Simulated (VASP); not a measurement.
# Pt in VASP: further runs

The runs below take Pt through single point, with LDA, PBEsol.

All numbers are computed with VASP 6.6.1; they aren't measurements. Logs are shortened: lines on timing, memory, paths and dates and some standing lists are left out, and cuts for length are marked.

### Step 1. Starting point

The cell holds a slab with vacuum, 16 atoms: a = 5.544 Å, b = 5.544 Å, c = 23.290 Å, α = 90.00°, β = 90.00°, γ = 60.00°.

The cell was built by a generator and needn't be a form met in nature.

### Step 2. Single point, LDA

INCAR reads:

```
SYSTEM = Pt
  PREC = Accurate
  ENCUT = 400
  EDIFF = 1E-6
  ISMEAR = 1
  SIGMA = 0.1
  LREAL = Auto
  LASPH = .True.
  NELM = 100
  ALGO = Fast
  ISIF = 2
  LWAVE = .False.
  LCHARG = .False.
  ISYM = 0
  KPAR = 4
```

KPOINTS reads:

```
Automatic mesh
0
Gamma
  6 6 1
  0 0 0
```

POSCAR reads:

```
Pt                                      
1.0
    5.5437171645      0.0000000000      0.0000000000
    2.7718585823      4.8009998959      0.0000000000
    0.0000000000      0.0000000000     23.2896391657
  Pt            
    16
Selective dynamics
Direct
     0.0000000000000000    0.0000000000000000    0.1073438700000011   F   F   F
     0.5000000000000000    0.0000000000000000    0.1073438700000011   F   F   F
     0.0000000000000000    0.5000000000000000    0.1073438700000011   F   F   F
     0.5000000000000000    0.5000000000000000    0.1073438700000011   F   F   F
     0.1666666667000030    0.1666666667000030    0.2045206892999971   F   F   F
     0.6666666667000030    0.1666666667000030    0.2045206892999971   F   F   F
     0.1666666667000030    0.6666666667000030    0.2045206892999971   F   F   F
     0.6666666667000030    0.6666666667000030    0.2045206892999971   F   F   F
     0.8333326987462464    0.3333334627163737    0.3012530745239242   T   T   T
     0.3333341105673404    0.3333328128735313    0.3012534315733033   T   T   T
     0.8333325256880867    0.8333340161411878    0.3012533088316803   T   T   T
     0.3333337995562192    0.8333332857338409    0.3012536081415425   T   T   T
     0.9999996253721246    0.0000003460073189    0.3998272936694694   T   T   T
     0.5000003487653609    0.9999998307461542    0.3998282817682278   T   T   T
     0.9999996564096839    0.4999999474439422    0.3998267463807355   T   T   T
     0.5000005444292348    0.4999996017330039    0.3998275988666530   T   T   T
```

Potentials or basis: VASP PAW LDA potentials, release 64 (Pt).

Started as:

```sh
$ cat potpaw_LDA.64/Pt/POTCAR > POTCAR
$ mpirun -np 4 vasp_std > vasp.out
```

OUTCAR:

```text
SYSTEM = Pt
   PREC = Accurate
   ENCUT = 400
   EDIFF = 1E-6
   ISMEAR = 1
   LREAL = Auto
   LASPH = .True.
   NELM = 100
   ISIF = 2
   ISYM = 0

 ion  position               nearest neighbor table
   1  0.000  0.000  0.107-   2 2.77   2 2.77   4 2.77   4 2.77   3 2.77   3 2.77   6 2.77   7 2.77
                             5 2.77
   2  0.500  0.000  0.107-   1 2.77   1 2.77   3 2.77   3 2.77   4 2.77   4 2.77   5 2.77   8 2.77
                             6 2.77
   3  0.000  0.500  0.107-   4 2.77   4 2.77   2 2.77   2 2.77   1 2.77   1 2.77   8 2.77   5 2.77
                             7 2.77
   4  0.500  0.500  0.107-   3 2.77   3 2.77   1 2.77   1 2.77   2 2.77   2 2.77   7 2.77   6 2.77
                             8 2.77
   5  0.167  0.167  0.205-   9 2.76  10 2.76  12 2.76   6 2.77   6 2.77   8 2.77   8 2.77   7 2.77
                             7 2.77   2 2.77   3 2.77   1 2.77
   6  0.667  0.167  0.205-   9 2.76  11 2.76  10 2.76   5 2.77   5 2.77   7 2.77   7 2.77   8 2.77
                             8 2.77   1 2.77   4 2.77   2 2.77
   7  0.167  0.667  0.205-  11 2.76  10 2.76  12 2.76   8 2.77   8 2.77   6 2.77   6 2.77   5 2.77
                             5 2.77   4 2.77   1 2.77   3 2.77
   8  0.667  0.667  0.205-   9 2.76  11 2.76  12 2.76   7 2.77   7 2.77   5 2.77   5 2.77   6 2.77
                             6 2.77   3 2.77   2 2.77   4 2.77
   9  0.833  0.333  0.301-   6 2.76   8 2.76   5 2.76  10 2.77  12 2.77  11 2.77  11 2.77  12 2.77
                            10 2.77  15 2.80  13 2.80  16 2.80
  10  0.333  0.333  0.301-   6 2.76   5 2.76   7 2.76  11 2.77   9 2.77  12 2.77  12 2.77   9 2.77
                            11 2.77  15 2.80  16 2.80  14 2.80
  11  0.833  0.833  0.301-   6 2.76   8 2.76   7 2.76  10 2.77  12 2.77   9 2.77   9 2.77  12 2.77
                            10 2.77  15 2.80  13 2.80  14 2.80
  12  0.333  0.833  0.301-   8 2.76   5 2.76   7 2.76  11 2.77   9 2.77  10 2.77  10 2.77   9 2.77
                            11 2.77  13 2.80  16 2.80  14 2.80
  13  1.000  0.000  0.400-  16 2.77  14 2.77  15 2.77  15 2.77  14 2.77  16 2.77  12 2.80  11 2.80
                             9 2.80
  14  0.500  1.000  0.400-  13 2.77  15 2.77  16 2.77  16 2.77  15 2.77  13 2.77  12 2.80  10 2.80
                            11 2.80
  15  1.000  0.500  0.400-  16 2.77  14 2.77  13 2.77  13 2.77  14 2.77  16 2.77  10 2.80  11 2.80
                             9 2.80
  16  0.500  0.500  0.400-  13 2.77  15 2.77  14 2.77  14 2.77  15 2.77  13 2.77  12 2.80  10 2.80
                             9 2.80

IMPORTANT INFORMATION: All symmetrisations will be switched off!
NOSYMM: (Re-)initialisation of all symmetry stuff for point group C_1.

----------------------------------------------------------------------------------------

                                     Primitive cell

  volume of cell :     619.8627

  direct lattice vectors                    reciprocal lattice vectors
     5.543717165  0.000000000  0.000000000     0.180384383 -0.104144972  0.000000000
     2.771858582  4.800999896  0.000000000     0.000000000  0.208289944  0.000000000
     0.000000000  0.000000000 23.289639166     0.000000000  0.000000000  0.042937548

  length of vectors
[... 127 lines left out ...]
  Fermi-wavevector in a.u.,A,eV,Ry     =   1.042357  1.969768 14.782829  1.086507
  Thomas-Fermi vector in A             =   2.177018
   LORBIT       =      0    0 simple, 1 ext, 2 COOP (PROOUT), +10 PAW based schemes
   GGA     = CA    functional components
   LHFCALC =     F    Hartree Fock is set to
   AEXX    =    0.0000 exact exchange contribution
   IVDW    =     0    specifies the selected vdW correction
   LEPSILON=     F    determine dielectric tensor
   LRPA    =     F    only Hartree local field effects (RPA)
 non-spin polarized calculation
 RMM-DIIS sequential band-by-band and
 Methfessel and Paxton  Order N= 1 SIGMA  =   0.10
  energy-cutoff  :      400.00
  volume of cell :      619.86
 maximum number of plane-waves:     11295
   NGX = 19   NGY = 19   NGZ = 75

 number of electron     160.0000040 magnetization

 Free energy of the ion-electron system (eV)
  ---------------------------------------------------
  ext. energy  EPLUGINS =         0.00000000
  ---------------------------------------------------
  free energy    TOTEN  =      -113.42492893 eV

  energy without entropy =     -113.45505628  energy(sigma->0) =     -113.43497138

 E-fermi :   0.5685     XC(G=0):  -6.1565

 val. band max:        0.4859211682   @ k =  -0.1667   0.3333   0.0000
 cond. band min:       0.5716236237   @ k =   0.0000   0.0000   0.0000
 fundamental gap:      0.0857024555
 Fermi energy:         0.5684801769

 k-point     1 :       0.0000    0.0000    0.0000
  band No.  band energies     occupation
      1      -9.0928      2.00000
      2      -7.7225      2.00000
      3      -6.6010      2.00000
      4      -6.5463      2.00000
      5      -6.3251      2.00000
      6      -6.3251      2.00000
[... 1889 lines left out ...]
     91       3.5251      0.00000
     92       3.5251      0.00000
 [bands above 92 left out]

------------------------ aborting loop because EDIFF is reached ----------------------------------------

  FORCE on cell =-STRESS in cart. coord.  units (eV):
  Direction    XX          YY          ZZ          XY          YZ          ZX
  --------------------------------------------------------------------------------------
  -------------------------------------------------------------------------------------
  Total      -28.2375134    -28.2374439     -8.4615725     -0.0000603      0.0000020      0.0000009
  in kB      -72.9863275    -72.9861479    -21.8708741     -0.0001558      0.0000051      0.0000022
  external PRESSURE =     -55.9477831 kB  Pullay stress =       0.0000000 kB

 VOLUME and BASIS-vectors are now :
 -----------------------------------------------------------------------------
  energy-cutoff  :      400.00
  volume of cell :      619.86
      direct lattice vectors                 reciprocal lattice vectors
     5.543717165  0.000000000  0.000000000     0.180384383 -0.104144972  0.000000000
     2.771858582  4.800999896  0.000000000     0.000000000  0.208289944  0.000000000
     0.000000000  0.000000000 23.289639166     0.000000000  0.000000000  0.042937548

 POSITION                                       TOTAL-FORCE (eV/Angst)
 -----------------------------------------------------------------------------------
      0.00000      0.00000      2.50000         0.000005     -0.000004      0.198305
      2.77186      0.00000      2.50000        -0.000004     -0.000005      0.198311
      1.38593      2.40050      2.50000         0.000001      0.000001      0.198286
      4.15779      2.40050      2.50000        -0.000000      0.000006      0.198300
      1.38593      0.80017      4.76321         0.000010     -0.000016      0.115557
      4.15779      0.80017      4.76321        -0.000010     -0.000002      0.115544
[... 8 lines left out ...]
      6.92964      2.40050      9.31182         0.000029      0.000000     -0.403836
      4.15779      2.40050      9.31184        -0.000028      0.000023     -0.403910
 -----------------------------------------------------------------------------------
    total drift:                               -0.000001      0.000002     -0.016904

  FREE ENERGIE OF THE ION-ELECTRON SYSTEM (eV)
  ---------------------------------------------------
  free  energy   TOTEN  =      -113.4249289332 eV

  energy  without entropy=     -113.4550562819  energy(sigma->0) =     -113.43497138
```

OSZICAR:

```text
N       E                     dE             d eps       ncg     rms          rms(c)
DAV:   1     0.973009769202E+03    0.97301E+03   -0.63004E+04  3840   0.117E+03
DAV:   2    -0.515291797544E+02   -0.10245E+04   -0.95188E+03  4672   0.270E+02
DAV:   3    -0.118124287896E+03   -0.66595E+02   -0.60128E+02  4512   0.633E+01
[... 26 lines left out ...]
RMM:  30    -0.113424921335E+03   -0.52857E-05   -0.40437E-07  1889   0.120E-03    0.228E-03
RMM:  31    -0.113424924827E+03   -0.34917E-05   -0.28581E-07  1193   0.955E-04    0.230E-03
RMM:  32    -0.113424926873E+03   -0.20457E-05   -0.14765E-07   946   0.867E-04    0.663E-04
RMM:  33    -0.113424928068E+03   -0.11950E-05   -0.69323E-08   713   0.759E-04    0.459E-04
RMM:  34    -0.113424928933E+03   -0.86536E-06   -0.29789E-08   486   0.686E-04
   1 F= -.11342493E+03 E0= -.11343497E+03  d E =0.301273E-01
```

Run time: 5.4 min. Hardware: 4 MPI ranks of AMD EPYC 9R45 (Zen 5), shared host; peak memory 0.66 GiB.

What came out:

| Property | Result |
| --- | --- |
| Free energy | -113.4249 eV |
| Largest force | 0.404 eV/Å |
| Band gap on the k mesh | none (metal or under the smearing width) |

Forces on the atoms (eV/Å):
```
Pt   0.000  0.000  0.198
Pt   0.000  0.000  0.198
Pt   0.000  0.000  0.198
Pt   0.000  0.000  0.198
Pt   0.000  0.000  0.116
Pt   0.000  0.000  0.116
Pt   0.000  0.000  0.116
Pt   0.000  0.000  0.116
Pt   0.000  0.000  0.090
Pt   0.000  0.000  0.090
Pt   0.000  0.000  0.090
Pt   0.000  0.000  0.090
Pt   0.000  0.000 -0.404
Pt   0.000  0.000 -0.404
Pt   0.000  0.000 -0.404
Pt   0.000  0.000 -0.404
```

Spin-orbit coupling is left out, which matters for the levels of Pt.

### Step 3. Single point, PBEsol

Changes to INCAR since step 2:

```diff
@@ -13,2 +13,3 @@
   LCHARG = .False.
+  GGA = PS
   ISYM = 0
```

KPOINTS is that of step 2.

POSCAR is that of step 2.

Potentials or basis: VASP PAW PBE potentials, release 64 (Pt).

Started as:

```sh
$ cat potpaw_PBE.64/Pt/POTCAR > POTCAR
$ mpirun -np 4 vasp_std > vasp.out
```

It took 5.8 min on 4 MPI ranks of AMD EPYC 9R45 (Zen 5), shared host; peak memory 0.77 GiB.

It converged, with:

```yaml
Free_energy: -105.4966 eV
Largest_force: 0.223 eV/Å
Band_gap_on_the_k_mesh: none (metal or under the smearing width)
```

Forces in eV/Å, atoms in the order of the input:
```
Pt   0.000  0.000  0.009
Pt   0.000  0.000  0.009
Pt   0.000  0.000  0.009
Pt   0.000  0.000  0.009
Pt   0.000  0.000  0.122
Pt   0.000  0.000  0.122
Pt   0.000  0.000  0.122
Pt   0.000  0.000  0.122
Pt   0.000  0.000  0.092
Pt   0.000  0.000  0.092
Pt   0.000  0.000  0.092
Pt   0.000  0.000  0.092
Pt   0.000  0.000 -0.223
Pt   0.000  0.000 -0.223
Pt   0.000  0.000 -0.223
Pt   0.000  0.000 -0.223
```

Levels at points of the mesh, in eV from the Fermi level:
```
           k point  band 77  band 78  band 79  band 80  band 81  band 82
(0.00, 0.00, 0.00)     0.28     0.28     0.57     0.57     0.57     0.58
(0.50, 0.00, 0.00)    -0.31    -0.31     0.06     0.06     0.07     0.07
(0.50, 0.50, 0.00)    -0.31    -0.31     0.06     0.06     0.07     0.07
(0.00, 0.50, 0.00)    -0.31    -0.31     0.06     0.06     0.07     0.07
```

Caveat: the PAW data sets were made with another functional, which shifts forces and pressure a little.
